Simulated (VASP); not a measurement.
# Hf (Im-3m) in VASP: notebook

Runs on Hf. Level: LDA. Tasks: relaxation of cell and atoms.

Program: VASP 6.6.1. These are calculated values, not measurements. Logs are shortened: lines on timing, memory, paths and dates and some standing lists are left out, and cuts for length are marked.

### Step 1. Starting point

Symmetry: Im-3m, No. 229, cubic system. Conventional cell: a = 3.610 Å, b = 3.610 Å, c = 3.610 Å, α = 90.00°, β = 90.00°, γ = 90.00°. Around Hf (site symmetry m-3m) lie 8 Hf at 3.13 Å.

This isn't the form of Hf at room conditions, which is hcp.

### Step 2. Relaxation of cell and atoms, LDA, target pressure 50 GPa, at which the enthalpy is minimised

INCAR reads:

```
SYSTEM = Hf
ALGO = Fast
EDIFF = 1E-7
EDIFFG = -0.002
ENCUT = 350
IBRION = 2
ISIF = 3
ISMEAR = 0
LASPH = .TRUE.
LCHARG = .FALSE.
LREAL = .FALSE.
LWAVE = .FALSE.
NELM = 80
NSW = 80
PREC = Accurate
PSTRESS = 500.0
SIGMA = 0.1
```

KPOINTS reads:

```
k-points
0
G
  8 8 8
  0 0 0
```

POSCAR reads:

```
Hf
1.0
   -1.8050000000      1.8050000000      1.8050000000
    1.8050000000     -1.8050000000      1.8050000000
    1.8050000000      1.8050000000     -1.8050000000
Hf
1
Direct
    0.0000000000      0.0000000000      0.0000000000
```

Potentials or basis: VASP PAW LDA potentials, release 64 (Hf_pv).

The run is started by

```console
$ cat potpaw_LDA.64/Hf_pv/POTCAR > POTCAR
$ mpirun -np 1 vasp_std > vasp.out
```

OUTCAR:

```text
SYSTEM = Hf
   EDIFF = 1E-7
   EDIFFG = -0.002
   ENCUT = 350
   IBRION = 2
   ISIF = 3
   ISMEAR = 0
   LASPH = .TRUE.
   LREAL = .FALSE.
   NELM = 80
   NSW = 80
   PREC = Accurate
   PSTRESS = 500.0

 ion  position               nearest neighbor table
   1  0.000  0.000  0.000-

  LATTYP: Found a body centered cubic cell.
 ALAT       =     3.6100000000

  Lattice vectors:

 A1 = (  -1.8050000000,   1.8050000000,   1.8050000000)
 A2 = (   1.8050000000,  -1.8050000000,   1.8050000000)
 A3 = (   1.8050000000,   1.8050000000,  -1.8050000000)

Analysis of symmetry for initial positions (statically):
=====================================================================
 Subroutine PRICEL returns:
 Original cell was already a primitive cell.

 Routine SETGRP: Setting up the symmetry group for a
 body centered cubic supercell.

 Subroutine GETGRP returns: Found 48 space group operations
 (whereof 48 operations were pure point group operations)
 out of a pool of 48 trial point group operations.

The static configuration has the point symmetry O_h .

Analysis of symmetry for dynamics (positions and initial velocities):
=====================================================================
 Subroutine PRICEL returns:
 Original cell was already a primitive cell.

 Routine SETGRP: Setting up the symmetry group for a
 body centered cubic supercell.

 Subroutine GETGRP returns: Found 48 space group operations
 (whereof 48 operations were pure point group operations)
 out of a pool of 48 trial point group operations.

The dynamic configuration has the point symmetry O_h .

 Subroutine INISYM returns: Found 48 space group operations
 (whereof 48 operations are pure point group operations),
 and found     1 'primitive' translations

----------------------------------------------------------------------------------------

                                     Primitive cell

  volume of cell :      23.5229

  direct lattice vectors                    reciprocal lattice vectors
    -1.805000000  1.805000000  1.805000000     0.000000000  0.277008310  0.277008310
     1.805000000 -1.805000000  1.805000000     0.277008310  0.000000000  0.277008310
     1.805000000  1.805000000 -1.805000000     0.277008310  0.277008310  0.000000000

  length of vectors
     3.126351708  3.126351708  3.126351708     0.391748909  0.391748909  0.391748909

  position of ions in fractional coordinates (direct lattice)
     0.000000000  0.000000000  0.000000000

  ion indices of the primitive-cell ions
   primitive index   ion index
                 1           1

----------------------------------------------------------------------------------------

 KPOINTS: k-points

Automatic generation of k-mesh.
 Grid dimensions read from file:
 generate k-points for:    8    8    8

 Generating k-lattice:

  Cartesian coordinates                     Fractional coordinates (reciprocal lattice)
     0.000000000  0.034626039  0.034626039     0.125000000  0.000000000  0.000000000
     0.034626039  0.000000000  0.034626039     0.000000000  0.125000000  0.000000000
     0.034626039  0.034626039  0.000000000     0.000000000  0.000000000  0.125000000

  Length of vectors
     0.048968614  0.048968614  0.048968614

  Shift w.r.t. Gamma in fractional coordinates (k-lattice)
     0.000000000  0.000000000  0.000000000

 Subroutine IBZKPT returns following result:
 ===========================================

 Found     29 irreducible k-points:

 Following reciprocal coordinates:
            Coordinates               Weight
  0.000000  0.000000  0.000000      1.000000
  0.125000  0.000000  0.000000     12.000000
  0.250000  0.000000  0.000000     12.000000
  0.375000  0.000000  0.000000     12.000000
  0.500000  0.000000  0.000000      6.000000
  0.125000  0.125000  0.000000     24.000000
[... 16 lines left out ...]
 -0.250000  0.250000  0.250000      6.000000
 -0.375000  0.375000  0.250000     24.000000
 [... further k-points ...]
   k-points           NKPTS =     29   k-points in BZ     NKDIM =     29   number of bands    NBANDS=      9
   number of dos      NEDOS =    301   number of ions     NIONS =      1
   total plane-waves  NPLWV =   8000
   dimension x,y,z NGX =    20 NGY =   20 NGZ =   20
   dimension x,y,z NGXF=    40 NGYF=   40 NGZF=   40
   ions per type =               1
   NGX,Y,Z   is equivalent  to a cutoff of  10.64, 10.64, 10.64 a.u.
   NGXF,Y,Z  is equivalent  to a cutoff of  21.27, 21.27, 21.27 a.u.
 SYSTEM =  Hf
   PREC   = accura    normal or accurate (medium, high low for compatibility)
   ISTART =      0    job   : 0-new  1-cont  2-samecut
   ICHARG =      2    charge: 1-file 2-atom 10-const
   ISPIN  =      1    spin polarized calculation?
   LNONCOLLINEAR =      F non collinear calculations
   LSORBIT =      F    spin-orbit coupling
   LASPH  =      T    aspherical Exc in radial PAW
   ENCUT  =  350.0 eV  25.72 Ry    5.07 a.u.   4.77  4.77  4.77*2*pi/ulx,y,z
   NELM   =     80;   NELMIN=  2; NELMDL= -5     # of ELM steps
   EDIFF  = 0.1E-06   stopping-criterion for ELM
   LREAL  =      F    real-space projection
   EDIFFG = -.2E-02   stopping-criterion for IOM
   NSW    =     80    number of steps for IOM
   IBRION =      2    ionic relax: 0-MD 1-quasi-New 2-CG
   NFREE  =      1    steps in history (QN), initial steepest desc. (CG)
   ISIF   =      3    stress and relaxation
   ISYM   =      2    0-nonsym 1-usesym 2-fastsym
   POTIM  = 0.5000    time-step for ionic-motion
   TEBEG  =    0.0;   TEEND  =   0.0 temperature during run
   PSTRESS=  500.0 pullay stress
   NELECT =      10.0000    total number of electrons
   NUPDOWN=      -1.0000    fix difference up-down
   EMIN   =  10.00;   EMAX   =-10.00  energy-range for DOS
   EFERMI =   0.00;   METHOD = LEGACY
   ISMEAR =     0;   SIGMA  =   0.10  broadening in eV -4-tet -1-fermi 0-gaus
   EFERMI_NEDOS =   21; number of points for ismear=-14 and -15
   IALGO  =     68    algorithm
   IMIX   =      4    mixing-type and parameters
     AMIX     =   0.40;   BMIX     =  1.00
     AMIX_MAG =   1.60;   BMIX_MAG =  1.00
  volume/ion in A,a.u.               =      23.52       158.74
  Fermi-wavevector in a.u.,A,eV,Ry     =   1.230961  2.326179 20.616432  1.515265
  Thomas-Fermi vector in A             =   2.365789
   LORBIT       =      0    0 simple, 1 ext, 2 COOP (PROOUT), +10 PAW based schemes
   GGA     = CA    functional components
   LHFCALC =     F    Hartree Fock is set to
   AEXX    =    0.0000 exact exchange contribution
   IVDW    =     0    specifies the selected vdW correction
   LEPSILON=     F    determine dielectric tensor
   LRPA    =     F    only Hartree local field effects (RPA)
 conjugate gradient relaxation of ions
 non-spin polarized calculation
 RMM-DIIS sequential band-by-band and
 Gauss-broadening in eV      SIGMA  =   0.10
  energy-cutoff  :      350.00
  volume of cell :       23.52
 maximum number of plane-waves:       370
   NGX =  9   NGY =  9   NGZ =  9

--------------------------------------- Ionic step        1  -------------------------------------------

 number of electron      10.0000004 magnetization

 Free energy of the ion-electron system (eV)
  ---------------------------------------------------
  ext. energy  EPLUGINS =         0.00000000
  ---------------------------------------------------
  free energy    TOTEN  =       -10.42326399 eV

  energy without entropy =      -10.41267312  energy(sigma->0) =      -10.41796855

------------------------ aborting loop because EDIFF is reached ----------------------------------------

  FORCE on cell =-STRESS in cart. coord.  units (eV):
  Direction    XX          YY          ZZ          XY          YZ          ZX
  --------------------------------------------------------------------------------------
  -------------------------------------------------------------------------------------
  Total       -1.8867641     -1.8867641     -1.8867641     -0.0000000      0.0000000      0.0000000
  in kB     -128.5098939   -128.5098939   -128.5098939     -0.0000000      0.0000000      0.0000000
  external PRESSURE =    -628.5098939 kB  Pullay stress =     500.0000000 kB
[... 22 lines left out ...]
  enthalpy is  TOTEN    =        -3.0823348465 eV   P V=        7.3409291405

--------------------------------------- Ionic step        2  -------------------------------------------

 number of electron      10.0000000 magnetization

 E-fermi :  29.1912     XC(G=0): -21.6957

 val. band max:       29.1826021233   @ k =  -0.3750   0.5000   0.2500
 cond. band min:      29.2481485902   @ k =  -0.2500   0.2500   0.1250
 fundamental gap:      0.0655464669
 Fermi energy:        29.1912059796

 k-point     1 :       0.0000    0.0000    0.0000
  band No.  band energies     occupation
      1       8.2586      2.00000
      2       8.2586      2.00000
      3       8.2586      2.00000
      4      26.2314      2.00000
      5      26.2314      2.00000
      6      26.2314      2.00000
      7      35.9862      0.00000
      8      35.9862      0.00000
      9      42.1139      0.00000
[... 341 lines left out ...]
  FREE ENERGIE OF THE ION-ELECTRON SYSTEM (eV)
  ---------------------------------------------------
  free  energy   TOTEN  =        -9.0941941520 eV

  energy  without entropy=       -9.0864074905  energy(sigma->0) =       -9.09030082

  enthalpy is  TOTEN    =        -2.2928931764 eV   P V=        6.8013009756

[... ionic steps 4 to 7 ...]

--------------------------------------- Ionic step        8  -------------------------------------------

 number of electron      10.0000002 magnetization

------------------------ aborting loop because EDIFF is reached ----------------------------------------

  FORCE on cell =-STRESS in cart. coord.  units (eV):
  Direction    XX          YY          ZZ          XY          YZ          ZX
  --------------------------------------------------------------------------------------
  -------------------------------------------------------------------------------------
  Total        4.9957428      4.9957428      4.9957428     -0.0000000      0.0000000     -0.0000000
  in kB      518.5505207    518.5505207    518.5505207     -0.0000000      0.0000000     -0.0000000
  external PRESSURE =      18.5505207 kB  Pullay stress =     500.0000000 kB
[... 59 lines left out ...]
  enthalpy is  TOTEN    =        -5.0529083717 eV   P V=        4.9248295291

--------------------------------------- Ionic step       10  -------------------------------------------

 number of electron      10.0000001 magnetization

 Free energy of the ion-electron system (eV)
  ---------------------------------------------------
  ext. energy  EPLUGINS =         0.00000000
  ---------------------------------------------------
  free energy    TOTEN  =        -9.91151221 eV

  energy without entropy =       -9.89809953  energy(sigma->0) =       -9.90480587

 E-fermi :   7.4373     XC(G=0): -13.2248

 val. band max:        7.3750979294   @ k =   0.2500   0.1250   0.1250
 cond. band min:       7.4693577727   @ k =  -0.2500   0.2500   0.1250
 fundamental gap:      0.0942598433
 Fermi energy:         7.4373427140

 k-point     1 :       0.0000    0.0000    0.0000
  band No.  band energies     occupation
      1     -20.9949      2.00000
      2     -20.9949      2.00000
      3     -20.9949      2.00000
      4      -0.6071      2.00000
      5       8.8759      0.00000
      6       8.8759      0.00000
      7       8.8759      0.00000
      8      12.8565      0.00000
      9      12.8565      0.00000
[... 304 lines left out ...]
  FREE ENERGIE OF THE ION-ELECTRON SYSTEM (eV)
  ---------------------------------------------------
  free  energy   TOTEN  =        -9.9115122147 eV

  energy  without entropy=       -9.8980995263  energy(sigma->0) =       -9.90480587

  enthalpy is  TOTEN    =        -5.0551594945 eV   P V=        4.8563527202

 reached required accuracy - stopping structural energy minimisation
```

It took 22 s on 1 thread of Intel Xeon Platinum 8488C (Sapphire Rapids), shared host; peak memory 0.14 GiB.

What came out:

```yaml
Free_energy: -9.9115 eV
Relaxed_volume: 15.56 Å³/atom
Relaxed_cell: a = 2.724 Å, b = 2.724 Å, c = 2.724 Å, α = 109.47°, β = 109.47°, γ = 109.47°
Space_group_after_relaxing_to_0.05_Å: Im-3m (No. 229)
Energy_change_on_relaxing_the_enthalpy_is_what_falls: +511.8 meV/atom
Ionic_steps: 10
Pressure_after_relaxing: 50.0 GPa
Band_gap_on_the_k_mesh: none (metal or under the smearing width)
```

Step by step:
```csv
step,energy change (eV),largest force (eV/Å),pressure (GPa),volume (Å³)
1,0.0000,0.0000,-12.85,23.52
2,65.4487,0.0000,6200.87,4.02
3,1.3291,0.0000,-4.49,21.79
4,-0.1339,0.0000,-0.11,20.53
5,1.2526,0.0000,85.29,13.74
6,0.4634,0.0000,47.62,15.72
7,0.5082,0.0000,49.82,15.57
8,0.5518,0.0000,51.86,15.44
9,0.4455,0.0000,46.70,15.78
10,0.5118,0.0000,50.00,15.56
```

Final structure:
```
Hf
1.0
    -1.57276    1.57276    1.57276
     1.57276   -1.57276    1.57276
     1.57276    1.57276   -1.57276
Hf
1
Cartesian
  0.0000 0.0000 0.0000
```

Caveat: the cell is relaxed towards a set pressure, so the enthalpy falls and the energy may rise; the volume moved by over 15 % at a fixed basis, so the end points are rough.

(Continued in part 2 of 3.)
